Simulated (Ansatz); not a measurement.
**WS2 in Ansatz: the effect of Hubbard term**

Slab: WS2, a slab with vacuum.

```
W S
1.0
     3.18352    0.00000    0.00000
    -1.59176    2.75701    0.00000
     0.00000    0.00000   16.95058
W S
1 2
Direct
  0.00000 0.00000 0.00000
  0.33333 0.66667 0.09200
  0.33333 0.66667 0.90800
```

Alike in all runs:

```yaml
Program: Ansatz 0.2.0
Task: density of states
Functional: PBEsol
Potentials_or_basis: all-electron LAPW, scalar-relativistic
Cutoff: 259 eV (chosen from the basis error)
Basis_error_allowed: 0.002 eV/atom
k_mesh: 10 × 10 × 2
Occupations: fermi-dirac, width 0.05 eV
Spin: no spin polarisation
```

Task: One run gave: gap on the mesh 1.77 eV; largest force 0.10 eV/Å. Which Hubbard term did it use?
A. W d U = 4 eV
B. W d U = 6 eV
C. none
D. W d U = 2 eV
E. W d U = 8 eV

Result: B.

```csv
Hubbard term,gap on the mesh (eV),largest force (eV/Å)
none,1.99,0.12
W d U = 2 eV,1.96,0.12
W d U = 4 eV,1.93,0.11
W d U = 6 eV,1.77,0.10
W d U = 8 eV,1.32,0.11
```

Caveats: spin-orbit coupling is left out, which moves the levels of the heavy elements; the density of states is complete only up to the lowest level of the last band computed; U is the effective U less J, on atomic orbitals that reach past the spheres (some runs).

A k mesh can miss the band edges.

A gap of «none» marks a metal or a gap under the smearing width.
